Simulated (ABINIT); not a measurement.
# Si2Ni (Fm-3m) in ABINIT: settings compared, part 2 of 2

ABINIT 10.8.3 (patched build).

### 3 Optical spectrum, LDA, collinear spin, ferromagnetic start

run.abi

```
ndtset 3

pp_dirpath "./"
pseudos "Ni.upf, Si.upf"

acell 3*1.0
rprim
     0.0000000000     5.1079297149     5.1079297149
     5.1079297149     0.0000000000     5.1079297149
     5.1079297149     5.1079297149     0.0000000000
ntypat 2
znucl 28 14
natom 3
typat 1 2 2
xred
            0.0            0.0            0.0
            3/4            3/4            3/4
            1/4            1/4            1/4

ecut 1251.723767 eV

ngkpt 6 6 6
nshiftk 4
shiftk
     0.5000000000     0.5000000000     0.5000000000
     0.5000000000     0.0000000000     0.0000000000
     0.0000000000     0.5000000000     0.0000000000
     0.0000000000     0.0000000000     0.5000000000
istwfk *1

ixc 7

occopt 3
tsmear 0.05 eV

nsppol 2
spinat
     0.0000000000     0.0000000000     1.0000000000
     0.0000000000     0.0000000000     0.0000000000
     0.0000000000     0.0000000000     0.0000000000

nstep 80

iomode 3
prteig 0
prtebands 0

nband1 18
tolvrs1 1.0e-12
prtden1 1
prtwf1 0
kptopt1 1

iscf2 -3
getden2 1
nband2 29
nbdbuf2 4
tolwfr2 1.0e-12
nstep2 120
prtden2 0
kptopt2 1

optdriver3 8
wfk_task3 "wfk_optics_fullbz"
getwfk3 2
nband3 25
kptopt3 1
prtevk3 1
inclvkb3 2
```

optic.abi

```
&FILES
 ddkfile_1 = 'runo_DS3_1_EVK.nc',
 ddkfile_2 = 'runo_DS3_2_EVK.nc',
 ddkfile_3 = 'runo_DS3_3_EVK.nc',
 wfkfile = 'runo_DS3_WFK.nc'
/
&PARAMETERS
 broadening = 0.007350,
 domega = 0.002,
 maxomega = 0.8,
 scissor = 0.000000,
 tolerance = 0.002
/
&COMPUTATIONS
 num_lin_comp = 1,
 lin_comp = 11,
 num_nonlin_comp = 0
/
```

Potentials or basis: PseudoDojo NC SR LDA v0.4.1 standard.

Started as:

```bash
abinit run.abi > log 2>&1
optic optic.abi > optic.log 2>&1
```

run.abo:

```text
.Version 10.8.3 of ABINIT
 DATASET    1 : space group Fm -3 m (#225); Bravais cF (face-center cubic)
================================================================================
 Values of the parameters that define the memory need for DATASET  1.
     intxc =       0    ionmov =       0      iscf =       7    lmnmax =       6
     lnmax =       6     mgfft =      48  mpssoang =       3    mqgrid =    3001
     natom =       3  nloc_mem =       1    nspden =       2   nspinor =       1
    nsppol =       2      nsym =      48    n1xccc =    2501    ntypat =       2
    occopt =       3   xclevel =       1
       mpw =        3989          nfft =      110592          nkpt =          28
================================================================================
================================================================================
[... 13 lines left out ...]
 DATASET    3 : space group Fm -3 m (#225); Bravais cF (face-center cubic)
================================================================================
 Values of the parameters that define the memory need for DATASET  3.
     intxc =       0    ionmov =       0      iscf =       7    lmnmax =       6
     lnmax =       6     mgfft =      48  mpssoang =       3    mqgrid =    3001
     natom =       3  nloc_mem =       1    nspden =       2   nspinor =       1
    nsppol =       2      nsym =      48    n1xccc =    2501    ntypat =       2
    occopt =       3   xclevel =       1
       mpw =        3989          nfft =      110592          nkpt =          28
================================================================================
================================================================================

--------------------------------------------------------------------------------
------------- Echo of variables that govern the present computation ------------
--------------------------------------------------------------------------------
 -outvars: echo values of preprocessed input variables --------
            acell      1.0000000000E+00  1.0000000000E+00  1.0000000000E+00 Bohr
              amu      5.86900000E+01  2.80855000E+01
             ecut      4.60000000E+01 Hartree
           getden1          0
           getden2          1
           getden3          0
           getwfk1          0
           getwfk2          0
           getwfk3          2
             iscf1          7
             iscf2         -3
             iscf3          7
              ixc           7
           jdtset        1    2    3
         kptrlatt        6   -6    6     -6    6    6     -6   -6    6
          kptrlen      6.12951566E+01
            natom           3
            nband1         18
            nband2         29
            nband3         25
           nbdbuf1          0
           nbdbuf2          4
           nbdbuf3          0
           ndtset           3
            ngfft          48      48      48
             nkpt          28
           nspden           2
           nsppol           2
            nstep1         80
            nstep2        120
            nstep3         80
             nsym          48
           ntypat           2
           occopt           3
        optdriver1          0
        optdriver2          0
        optdriver3          8
           prtden1          1
           prtden2          0
[... 355 lines left out ...]
       0.250000000000      0.250000000000      0.250000000000

 cartesian coordinates (angstrom) at end:
    1      0.00000000000000     0.00000000000000     0.00000000000000
    2      4.05449999727839     4.05449999727839     4.05449999727839
    3      1.35149999909280     1.35149999909280     1.35149999909280
 length scales=  1.000000000000  1.000000000000  1.000000000000 bohr
              =  0.529177210544  0.529177210544  0.529177210544 angstroms
 Eigenvalues (hartree) for nkpt=  28  k points, SPIN UP:
 kpt#   1, nband= 29, wtk=  0.02778, kpt= -0.0833 -0.1667  0.0000 (reduced coord)
  -3.45836   -2.01862   -2.01861   -2.01861   -0.13571    0.14330    0.16803    0.16926
   0.22244    0.23057    0.32004    0.35421    0.36184    0.40407    0.44586    0.47711
   0.50813    0.52240    0.54374    0.54830    0.64532    0.70399    0.74827    0.86966
   1.02640    1.02987    1.09585    1.21665    1.24898
      occupation numbers for kpt#   1
   1.00000    1.00000    1.00000    1.00000    1.00000    1.00000    1.00000    1.00000
   1.00000    1.00000    1.00000    0.68032    0.03249    0.00000    0.00000    0.00000
   0.00000    0.00000    0.00000    0.00000    0.00000    0.00000    0.00000    0.00000
   0.00000    0.00000    0.00000    0.00000    0.00000
 prteigrs : prtvol=0 or 1, do not print more k-points.

 Eigenvalues (hartree) for nkpt=  28  k points, SPIN DOWN:
 kpt#   1, nband= 29, wtk=  0.02778, kpt= -0.0833 -0.1667  0.0000 (reduced coord)
  -3.45836   -2.01862   -2.01861   -2.01861   -0.13571    0.14330    0.16803    0.16926
   0.22244    0.23057    0.32004    0.35421    0.36184    0.40407    0.44586    0.47711
   0.50813    0.52240    0.54374    0.54830    0.64532    0.70399    0.74827    0.86966
   1.02640    1.02987    1.09585    1.21665    1.24898
      occupation numbers for kpt#   1
   1.00000    1.00000    1.00000    1.00000    1.00000    1.00000    1.00000    1.00000
   1.00000    1.00000    1.00000    0.68032    0.03249    0.00000    0.00000    0.00000
   0.00000    0.00000    0.00000    0.00000    0.00000    0.00000    0.00000    0.00000
   0.00000    0.00000    0.00000    0.00000    0.00000
 prteigrs : prtvol=0 or 1, do not print more k-points.

--- !EnergyTerms
iteration_state     : {dtset: 2, }
comment             : Components of total free energy in Hartree
kinetic             :  8.18699968509372E+01
hartree             :  7.17340768926190E+01
xc                  : -2.43914067359940E+01
Ewald energy        : -9.28967319446008E+01
psp_core            :  3.22065918089470E+00
local_psp           : -1.90420573015513E+02
non_local_psp       : -2.53588752805809E+01
internal            : -1.76242854052238E+02
'-kT*entropy'       : -2.23859532484007E-04
total_energy        : -1.76243077911771E+02
...

--- !EnergyTermsDC
iteration_state     : {dtset: 2, }
comment             : '"Double-counting" decomposition of free energy'
band_energy         : -1.58921809293952E+01
Ewald energy        : -9.28967319446008E+01
psp_core            :  3.22065918089470E+00
xc_dc               : -7.06745996830033E+01
internal            : -1.76242853376105E+02
'-kT*entropy'       : -2.23859532484007E-04
total_energy_dc     : -1.76243077235637E+02
...

================================================================================
== DATASET  3 ==================================================================

--- !DatasetInfo
iteration_state: {dtset: 3, }
dimensions: {natom: 3, nkpt: 28, mband: 25, nsppol: 2, nspinor: 1, nspden: 2, mpw: 3989, }
cutoff_energies: {ecut:  46.0, pawecutdg:  -1.0, }
electrons: {nelect:   2.60000000E+01, charge:   0.00000000E+00, occopt:   3.00000000E+00, tsmear:   1.83746611E-03, }
meta: {optdriver: 8, wfk_task: 7, }
...

 mkfilename : getwfk/=0, take file _WFK from output of DATASET   2.

 Exchange-correlation functional for the present dataset will be:
  LDA: Perdew-Wang 92 LSD fit to Ceperley-Alder data - ixc=7
  J.P.Perdew and Y.Wang, PRB 45, 13244 (1992)

--------------------------------------------------------------------------------

 Computation of velocity matrix elements (DDK)

 Parameters extracted from the Abinit header:
    ecut:     46.0
    nkpt:    864
    mband:   29
    nsppol:  2
    nspinor: 1
    useylm:  0
    inclvkb: 2
    bmin: 1, bmax: 29
    Computing diagonal and off-diagonal matrix elements
    Between band index bmin: 1, bmax: 29

== END DATASET(S) ==============================================================
================================================================================

 -outvars: echo values of variables after computation  --------
            acell      1.0000000000E+00  1.0000000000E+00  1.0000000000E+00 Bohr
           etotal1    -1.7624307724E+02
           etotal2    -1.7624307724E+02
           etotal3     0.0000000000E+00
            fcart1    -0.0000000000E+00 -0.0000000000E+00 -0.0000000000E+00
                      -1.0295898720E-31 -1.0295898720E-31  1.0295898720E-31
                       1.0295898720E-31  1.0295898720E-31 -1.0295898720E-31
            fcart3     0.0000000000E+00  0.0000000000E+00  0.0000000000E+00
                       0.0000000000E+00  0.0000000000E+00  0.0000000000E+00
                       0.0000000000E+00  0.0000000000E+00  0.0000000000E+00
            rprim      0.0000000000E+00  5.1079297149E+00  5.1079297149E+00
                       5.1079297149E+00  0.0000000000E+00  5.1079297149E+00
                       5.1079297149E+00  5.1079297149E+00  0.0000000000E+00
           strten1     1.9781943526E-04  1.9781943526E-04  1.9781943526E-04
                       0.0000000000E+00  0.0000000000E+00  0.0000000000E+00
           strten3     0.0000000000E+00  0.0000000000E+00  0.0000000000E+00
                       0.0000000000E+00  0.0000000000E+00  0.0000000000E+00
           xangst      0.0000000000E+00  0.0000000000E+00  0.0000000000E+00
                       4.0544999973E+00  4.0544999973E+00  4.0544999973E+00
                       1.3514999991E+00  1.3514999991E+00  1.3514999991E+00
             xred      0.0000000000E+00  0.0000000000E+00  0.0000000000E+00
                       7.5000000000E-01  7.5000000000E-01  7.5000000000E-01
                       2.5000000000E-01  2.5000000000E-01  2.5000000000E-01
 Calculation completed.
```

It took 7 min on 1 thread of Intel Xeon 6975P-C (Granite Rapids), shared host; peak memory 3.2 GiB.

Results:

```yaml
Free_energy: -4795.8184 eV
Pressure: -5.8 GPa
Net_moment: 0.00 μB per cell
```

Dielectric function (mean over the directions given):
| energy (eV) | real part | imaginary part |
| --- | --- | --- |
| 0.33 | 15.29 | 77.04 |
| 0.98 | 18.99 | 17.93 |
| 1.63 | 14.57 | 11.93 |
| 2.29 | 14.61 | 18.76 |
| 2.94 | 4.26 | 23.45 |
| 3.70 | -0.21 | 14.48 |
| 4.35 | 3.35 | 11.79 |
| 5.01 | -0.46 | 12.71 |
| 5.66 | -2.36 | 10.52 |
| 6.31 | -4.37 | 9.66 |
| 7.08 | -4.79 | 5.38 |
| 7.73 | -3.48 | 4.77 |
| 8.38 | -3.46 | 4.18 |
| 9.03 | -3.46 | 2.91 |
| 9.69 | -2.45 | 2.39 |
| 10.45 | -2.32 | 2.01 |
| 11.10 | -1.89 | 1.59 |
| 11.76 | -1.76 | 1.40 |
| 12.41 | -1.36 | 1.17 |
| 13.06 | -1.31 | 0.98 |
| 13.82 | -1.01 | 0.70 |
| 14.48 | -0.77 | 0.69 |
| 15.13 | -0.68 | 0.57 |
| 15.78 | -0.50 | 0.54 |
| 16.44 | -0.43 | 0.51 |
| 17.20 | -0.32 | 0.48 |
| 17.85 | -0.25 | 0.39 |
| 18.50 | -0.13 | 0.35 |
| 19.16 | -0.07 | 0.32 |
| 19.92 | -0.01 | 0.32 |

Caveat: the intraband (Drude) term is left out; small starting moments can end in a higher magnetic state in this program; spectra need much finer meshes, so this one isn't converged; independent-particle spectra lack excitons.
